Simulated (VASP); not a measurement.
# Native point defects of ZnAu

Wanted: a map of the native defects of ZnAu, all in one supercell and at one level. The start is a cell from a database of measured crystal structures.

Program: VASP 6.6.1. Level of theory: PBEsol; plane waves and PAW (Au, Zn), in the first sound run; inputs show where later runs differ. Results are calculated unless marked as measured.

## Step 1: The host crystal

Symmetry: Pm-3m, No. 221, cubic system. Conventional cell: a = 3.147 Å, b = 3.147 Å, c = 3.147 Å, α = 90.00°, β = 90.00°, γ = 90.00°. Nearest to Au lie 8 Zn at 2.73 Å. Nearest to Zn lie 8 Au at 2.73 Å. Farther neighbours are not listed.

Structure file:

```cif
data_structure
_symmetry_space_group_name_H-M 'Pm-3m'
_symmetry_Int_Tables_number 221
_cell_length_a 3.1470
_cell_length_b 3.1470
_cell_length_c 3.1470
_cell_angle_alpha 90.000
_cell_angle_beta 90.000
_cell_angle_gamma 90.000
_cell_volume 31.17
loop_
_atom_site_label
_atom_site_type_symbol
_atom_site_symmetry_multiplicity
_atom_site_Wyckoff_symbol
_atom_site_fract_x
_atom_site_fract_y
_atom_site_fract_z
_atom_site_occupancy
Au1 Au 1 a 0.00000 0.00000 0.00000 1
Zn1 Zn 1 b 0.50000 0.50000 0.50000 1
```

## Step 2: The host at zero pressure

The later steps need the crystal at this functional's own lattice; a raised cutoff keeps the stress reliable while the cell changes.

The input, INCAR:

```
SYSTEM = ZnAu
PREC = Accurate
ENCUT = 360
EDIFF = 1E-06
NELM = 120
ISMEAR = 1
SIGMA = 0.15
LREAL = .FALSE.
ALGO = Normal
GGA = PS
NBANDS = 17
LASPH = .TRUE.
LORBIT = 11
LWAVE = .FALSE.
LCHARG = .FALSE.
KPAR = 8
IBRION = 2
NSW = 40
ISIF = 3
EDIFFG = -0.02
POTIM = 0.4
```

The input, POSCAR:

```
ZnAu
1.0
    3.1470000000      0.0000000000      0.0000000000
    0.0000000000      3.1470000000      0.0000000000
    0.0000000000      0.0000000000      3.1470000000
Au Zn
1 1
Direct
    0.0000000000      0.0000000000      0.0000000000
    0.5000000000      0.5000000000      0.5000000000
```

The input, KPOINTS:

```
Automatic mesh
0
Gamma
10 10 10
0 0 0
```

The projector-augmented-wave data sets are Au and Zn (PBE family, release 64).

Command:

```sh
$ mpirun -np 8 vasp_std
```

What it wrote:

```text
[banner, memory and clock lines left out]
running    8 mpi-ranks, on    1 nodes
 distrk:  each k-point on    1 cores,    8 groups
 distr:  one band on    1 cores,    1 groups

 POSCAR found type information on POSCAR AuZn
 POSCAR found :  2 types and       2 ions
|                                                                             |
|           W    W    AA    RRRRR   N    N  II  N    N   GGGG   !!!           |
|           W    W   A  A   R    R  NN   N  II  NN   N  G    G  !!!           |
|           W    W  A    A  R    R  N N  N  II  N N  N  G       !!!           |
|           W WW W  AAAAAA  RRRRR   N  N N  II  N  N N  G  GGG   !            |
|           WW  WW  A    A  R   R   N   NN  II  N   NN  G    G                |
|           W    W  A    A  R    R  N    N  II  N    N   GGGG   !!!           |
|                                                                             |
|     For optimal performance we recommend to set                             |
|       NCORE = 2 up to number-of-cores-per-socket                            |
|     NCORE specifies how many cores store one orbital (NPAR=cpu/NCORE).      |
|     This setting can greatly improve the performance of VASP for DFT.       |
|     The default, NCORE=1 might be grossly inefficient on modern             |
|     multi-core architectures or massively parallel machines. Do your        |
|     Unfortunately you need to use the default for GW and RPA                |
|     calculations (for HF NCORE is supported but not extensively tested      |
|     yet).                                                                   |
|                                                                             |

|                                                                             |
|               ----> ADVICE to this user running VASP <----                  |
|                                                                             |
|     You enforced a specific xc type in the INCAR file but a different       |
|     [... a line on the potential file left out ...]
|     I HOPE YOU KNOW WHAT YOU ARE DOING!                                     |
|                                                                             |

 LDA part: xc-table for (Slater+PW92), standard interpolation
 POSCAR, INCAR and KPOINTS ok, starting setup
 FFT: planning ... GRIDC
 FFT: planning ... GRID_SOFT
 FFT: planning ... GRID
 WAVECAR not read
 entering main loop
       N       E                     dE             d eps       ncg     rms          rms(c)
DAV:   1     0.102223826157E+03    0.10222E+03   -0.94034E+03  1960   0.136E+03
DAV:   2    -0.307350377160E+01   -0.10530E+03   -0.10123E+03  1995   0.266E+02
DAV:   3    -0.649671276032E+01   -0.34232E+01   -0.34068E+01  2070   0.567E+01
DAV:   4    -0.652323145163E+01   -0.26519E-01   -0.26514E-01  2251   0.436E+00
DAV:   5    -0.652351993739E+01   -0.28849E-03   -0.28848E-03  2072   0.473E-01    0.872E+00
DAV:   6    -0.598972717974E+01    0.53379E+00   -0.16359E+00  2035   0.149E+01    0.534E+00
DAV:   7    -0.596018358815E+01    0.29544E-01   -0.35423E-02  2649   0.372E+00    0.287E+00
DAV:   8    -0.594978665945E+01    0.10397E-01   -0.88036E-03  2045   0.993E-01    0.132E-01
DAV:   9    -0.594979513266E+01   -0.84732E-05   -0.38081E-04  2391   0.287E-01    0.656E-02
DAV:  10    -0.594980058108E+01   -0.54484E-05   -0.35716E-05  2386   0.728E-02    0.197E-02
DAV:  11    -0.594980048325E+01    0.97824E-07   -0.45398E-06  1956   0.371E-02
   1 F= -.59498005E+01 E0= -.59498048E+01  d E =-.594980E+01
 curvature:   0.00 expect dE= 0.000E+00 dE for cont linesearch  0.000E+00
 trial: gam= 0.00000 g(F)=  0.000E+00 g(S)=  0.205E-01 ort = 0.000E+00 (trialstep = 0.100E+01)
 search vector abs. value=  0.205E-01
 bond charge predicted
       N       E                     dE             d eps       ncg     rms          rms(c)
DAV:   1    -0.631789587802E+01   -0.36810E+00   -0.46462E+00  2027   0.370E+01    0.400E+00
DAV:   2    -0.597993950179E+01    0.33796E+00   -0.97973E-01  2158   0.248E+01    0.129E+00
DAV:   3    -0.596073280969E+01    0.19207E-01   -0.47636E-02  1930   0.292E+00    0.848E-01
DAV:   4    -0.595605132019E+01    0.46815E-02   -0.19144E-03  2810   0.165E+00    0.472E-01
DAV:   5    -0.595355582616E+01    0.24955E-02   -0.14883E-03  2428   0.860E-01    0.359E-02
DAV:   6    -0.595356633683E+01   -0.10511E-04   -0.26881E-04  2039   0.222E-01    0.147E-02
DAV:   7    -0.595356755736E+01   -0.12205E-05   -0.42083E-06  2099   0.654E-02    0.457E-03
DAV:   8    -0.595356743887E+01    0.11849E-06   -0.12941E-06  1064   0.145E-02
   2 F= -.59535674E+01 E0= -.59535294E+01  d E =-.376696E-02
 trial-energy change:   -0.003767  1 .order   -0.003566   -0.020483    0.013350
 step:   0.6138(harm=  0.6054)  dis= 0.00000  next Energy=    -5.956134 (dE=-0.633E-02)
 bond charge predicted
       N       E                     dE             d eps       ncg     rms          rms(c)
DAV:   1    -0.600920530554E+01   -0.55638E-01   -0.69843E-01  1991   0.150E+01    0.152E+00
DAV:   2    -0.596031963589E+01    0.48886E-01   -0.13606E-01  2181   0.800E+00    0.558E-01
DAV:   3    -0.595718053098E+01    0.31391E-02   -0.53409E-03  1940   0.716E-01    0.358E-01
DAV:   4    -0.595623527868E+01    0.94525E-03   -0.48057E-04  2738   0.665E-01    0.109E-01
DAV:   5    -0.595609910935E+01    0.13617E-03   -0.16455E-04  2025   0.135E-01    0.103E-02
DAV:   6    -0.595610015244E+01   -0.10431E-05   -0.99619E-06  2006   0.375E-02    0.544E-03
DAV:   7    -0.595610067332E+01   -0.52088E-06   -0.51296E-07  1016   0.364E-02
   3 F= -.59561007E+01 E0= -.59560814E+01  d E =-.630019E-02
 curvature:  -0.30 expect dE=-0.656E-05 dE for cont linesearch -0.656E-05
 trial: gam=-0.03147 g(F)=  0.385E-63 g(S)=  0.217E-04 ort = 0.666E-03 (trialstep = 0.923E+00)
 search vector abs. value=  0.230E-07
 reached required accuracy - stopping structural energy minimisation
```

Wall time 7 s (8 MPI ranks of AMD EPYC 7R43, shared host); peak memory 0.89 GiB.

Lines that name or quote the potential files are left out of all logs, and their timing lines are given in words.

Parts of OUTCAR (step 2):

```text
ion  position               nearest neighbor table
   1  0.000  0.000  0.000-   2 2.73   2 2.73   2 2.73   2 2.73   2 2.73   2 2.73   2 2.73   2 2.73

  LATTYP: Found a simple cubic cell.
 ALAT       =     3.1470000000

 Subroutine GETGRP returns: Found 48 space group operations
 (whereof 48 operations were pure point group operations)

The static configuration has the point symmetry O_h .

 Found     56 irreducible k-points:

   k-points           NKPTS =     56   k-points in BZ     NKDIM =     56   number of bands    NBANDS=     17

   dimension x,y,z NGX =    20 NGY =   20 NGZ =   20
   dimension x,y,z NGXF=    40 NGYF=   40 NGZF=   40

   ENCUT  =  360.0 eV  26.46 Ry    5.14 a.u.   4.87  4.87  4.87*2*pi/ulx,y,z

   NELECT =      23.0000    total number of electrons

 k-points in reciprocal lattice and weights: Automatic mesh
   0.00000000  0.00000000  0.00000000       0.001
   0.10000000  0.00000000  0.00000000       0.006
   0.20000000  0.00000000  0.00000000       0.006
   0.30000000  0.00000000  0.00000000       0.006
   0.40000000  0.00000000  0.00000000       0.006
   0.50000000  0.00000000  0.00000000       0.003
   0.10000000  0.10000000  0.00000000       0.012
   0.20000000  0.10000000  0.00000000       0.024
   0.30000000  0.10000000  0.00000000       0.024
[...]
0.50000000  0.50000000  0.40000000       0.006
   0.50000000  0.50000000  0.50000000       0.001

 average (electrostatic) potential at core
       1 -66.9781       2 -32.4276

 E-fermi :   7.2004

 k-point     1 :       0.0000    0.0000    0.0000
  band No.  band energies     occupation
    ...
      7       1.6853      2.00000
      8       1.6853      2.00000
      9       3.4118      2.00000
     10       3.4118      2.00000
     11       3.4118      2.00000
     12      12.1596      0.00000
     13      12.1596      0.00000
     14      12.1596      0.00000
     15      16.2641      0.00000
     16      19.4552      0.00000
    ...

 k-point     2 :       0.1000    0.0000    0.0000
  band No.  band energies     occupation
    ...
      7       1.6527      2.00000
      8       1.7327      2.00000
      9       3.2717      2.00000
     10       3.2717      2.00000
     11       3.3957      2.00000
     12      10.8863      0.00000
     13      12.5022      0.00000
     14      12.5022      0.00000
     15      16.9857      0.00000
     16      19.2546      0.00000
    ...

 k-point     3 :       0.2000    0.0000    0.0000
  band No.  band energies     occupation
    ...
      7       1.5612      2.00000
      8       1.8546      2.00000
      9       2.9323      2.00000
     10       2.9323      2.00000
     11       3.3531      2.00000
     12       8.7216     -0.00000
     13      13.4498      0.00000
     14      13.4498      0.00000
     15      17.5575      0.00000
     16      18.7594      0.00000
    ...

  Total       -0.0193473     -0.0193473     -0.0193473     -0.0000000      0.0000000     -0.0000000
  in kB       -1.0159055     -1.0159055     -1.0159055     -0.0000000      0.0000000     -0.0000000
  external PRESSURE =      -1.0159055 kB  Pullay stress =       0.0000000 kB

  energy-cutoff  :      360.00
  volume of cell :       30.51
      direct lattice vectors                 reciprocal lattice vectors
     3.124826382 -0.000000000  0.000000000     0.320017779  0.000000000  0.000000000
    -0.000000000  3.124826382  0.000000000     0.000000000  0.320017779  0.000000000
    -0.000000000 -0.000000000  3.124826382    -0.000000000 -0.000000000  0.320017779

 POSITION                                       TOTAL-FORCE (eV/Angst)
 -----------------------------------------------------------------------------------
      0.00000      0.00000      0.00000         0.000000     -0.000000      0.000000
      1.56241      1.56241      1.56241        -0.000000      0.000000      0.000000
 -----------------------------------------------------------------------------------
    total drift:                               -0.000000      0.000000      0.000000

  FREE ENERGIE OF THE ION-ELECTRON SYSTEM (eV)
  ---------------------------------------------------
  free  energy   TOTEN  =        -5.9561006733 eV

  energy  without entropy=       -5.9560428405  energy(sigma->0) =       -5.95608140

 reached required accuracy - stopping structural energy minimisation

 total charge
# of ion       s       p       d       tot
------------------------------------------
    1        0.625   0.411   8.698   9.735
    2        0.528   0.469   9.769  10.766
--------------------------------------------------
tot          1.153   0.881  18.467  20.501

[... 3 further parts left out ...]
```

This run has no spin polarisation. Its electron count is odd, so without a moment it is a metal by construction. The PAW data sets were made with PBE, which is usual practice but a small mismatch for other functionals. The run keeps the 48 symmetry operations of its start, so it cannot find a distortion of lower symmetry.

Step by step:

| step | energy less that of the first step (eV) | largest force (eV/Å) | pressure (GPa) | volume (Å³) |
| --- | --- | --- | --- | --- |
| 1 | 0.0000 | 0.0000 | -3.06 | 31.17 |
| 2 | -0.0038 | 0.0000 | 2.06 | 30.11 |
| 3 | -0.0063 | 0.0000 | -0.10 | 30.51 |

| conventional cell, symmetrised | before | after | change |
| --- | --- | --- | --- |
| a (Å) | 3.147 | 3.125 | -0.7 % |
| b (Å) | 3.147 | 3.125 | -0.7 % |
| c (Å) | 3.147 | 3.125 | -0.7 % |
| volume (Å³/atom) | 15.58 | 15.26 | -2.1 % |

Final coordinates:

```cif
data_structure
_symmetry_space_group_name_H-M 'P 1'
_symmetry_Int_Tables_number 1
_cell_length_a 3.1248
_cell_length_b 3.1248
_cell_length_c 3.1248
_cell_angle_alpha 90.000
_cell_angle_beta 90.000
_cell_angle_gamma 90.000
_cell_volume 30.51
loop_
_atom_site_label
_atom_site_type_symbol
_atom_site_fract_x
_atom_site_fract_y
_atom_site_fract_z
_atom_site_occupancy
Au1 Au 0.00000 0.00000 0.00000 1
Zn2 Zn 0.50000 0.50000 0.50000 1
```

Numbers from this step:

```yaml
electronic_cycles: 26
electrons: 23
free_energy_toten: -5.956 eV
fermi_energy: 7.200 eV
labelled_metallic_from_the_levels_on_this_mesh: yes
```

The run ended after 3 ionic steps, 0.006 eV below its first step, once forces and stress met EDIFFG = -0.02.

(Continued in part 2 of 6.)

[Lines on the potential files, build, host, timing and source positions are cut from VASP's logs without a mark.]

[Logs are printed without paths, hosts, clocks, repeated set-up lines and the standing remarks that a program may print on its own settings, such as how far it seeks lower states.]

[Hosts, paths, dates, database ids (printed as entryN), source tags and the programs' standing remarks are cut or masked in the printed files.]

[In band tables of VASP the shares of atoms and orbitals are scaled to a sum of 1 inside the atoms' spheres.]

[Runs that stopped without an error message from VASP are left out.]
